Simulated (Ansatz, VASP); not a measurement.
**Al2Cu: VASP beside Ansatz**

```
CELL_PARAMETERS angstrom
4.12116 0.00000 0.00000
0.00000 4.12116 0.00000
0.00000 0.00000 2.88515
ATOMIC_POSITIONS crystal
Al 0.50000 0.00000 0.50000
Al 0.00000 0.50000 0.50000
Cu 0.00000 0.00000 0.00000
```

Alike in both runs: functional PBE; k mesh 10 × 10 × 14; occupations gaussian, width 0.1 eV; no spin polarisation.

Ansatz relaxed the structure, and its values are those at the end. VASP's run is a single point on that final structure, the one shown.

```csv
,VASP,Ansatz
version,VASP 6.6.1,Ansatz 0.2.0
potentials or method,"VASP PAW PBE potentials, release 64 (Al, Cu)","scalar-relativistic, plane waves, PAW"
plane-wave cutoff (eV),520,520
valence electrons in the cell,17,25
```

|  | VASP | Ansatz | Ansatz less VASP |
| --- | --- | --- | --- |
| gap on the k mesh at the Fermi level (eV) | none | none | - |
| pressure (GPa) | 0.1 | 0.0 | -0.13 |

A gap of «none» marks a metal or a gap that the smearing closes. The two sets of potentials don't hold the same shells in valence.
